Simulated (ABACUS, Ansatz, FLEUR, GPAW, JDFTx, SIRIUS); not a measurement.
HfO2: 7 runs at one level of theory

```
CELL_PARAMETERS angstrom
0.00000 2.55750 2.55750
2.55750 0.00000 2.55750
2.55750 2.55750 0.00000
ATOMIC_POSITIONS crystal
Hf 0.00903 0.00078 0.98476
O 0.74644 0.74874 0.75724
O 0.25109 0.24009 0.25004
```

Atoms were shifted at random by some hundredths of an Å from the given cell, which wasn't relaxed again for these runs.

Alike in all runs: task single point; functional PBEsol; k mesh 9 × 9 × 9; occupations fermi-dirac, width 0.05 eV; no spin polarisation; no spin-orbit coupling. Pressure is positive in compression and, in plane waves, holds the error of the finite cutoff, which Ansatz's Pulay term estimates and takes out.

```tsv
program and potentials	plane-wave cutoff (eV)	notes	pressure (GPa)	largest force (eV/Å)	energy over the undisturbed cell (meV/atom)
Ansatz, Ansatz PAW	420	potentials made for PBE, which Ansatz adapts in part; 12.67 valence electrons an atom on average; Pulay term of +0.90 GPa included	-9.78	0.403	4.41
FLEUR, all-electron, FLAPW	-	-	-	0.402	-
JDFTx, PseudoDojo-SR-PBEsol-0.4.1-standard with smoothed tails	1143	8 valence electrons an atom on average	-12.75	0.387	4.06
GPAW, PAW data sets generated for this functional	800	8 valence electrons an atom on average	-9.92	0.424	-
Ansatz, all-electron LAPW, scalar-relativistic	-	-	-9.78	0.403	-
SIRIUS, PseudoDojo 0.4.1 PBEsol standard (scalar relativistic)	1152	8 valence electrons an atom on average	-12.77	0.387	-
ABACUS, PseudoDojo NC SR 0.4.1 PBEsol standard, plane waves	1143	8 valence electrons an atom on average	-12.81	0.387	4.06
```

Force on atom 2 (O), eV/Å:

| program and potentials | x | y | z |
| --- | --- | --- | --- |
| Ansatz, Ansatz PAW | -0.396 | -0.063 | -0.034 |
| FLEUR, all-electron, FLAPW | -0.395 | -0.062 | -0.036 |
| JDFTx, PseudoDojo-SR-PBEsol-0.4.1-standard with smoothed tails | -0.381 | -0.058 | -0.042 |
| GPAW, PAW data sets generated for this functional | -0.418 | -0.071 | -0.019 |
| Ansatz, all-electron LAPW, scalar-relativistic | -0.396 | -0.063 | -0.034 |
| SIRIUS, PseudoDojo 0.4.1 PBEsol standard (scalar relativistic) | -0.381 | -0.058 | -0.042 |
| ABACUS, PseudoDojo NC SR 0.4.1 PBEsol standard, plane waves | -0.380 | -0.058 | -0.042 |

The pressure spans -12.81 (ABACUS, PseudoDojo NC SR 0.4.1 PBEsol standard, plane waves) to -9.78 GPa (Ansatz, all-electron LAPW, scalar-relativistic), with all-electron results at -9.78. The cell lies far from this level's equilibrium.

Differences between rows come from potentials, basis sets and numerical settings, since the functional is the same but for its coding. Runs on potential files found faulty are left out.
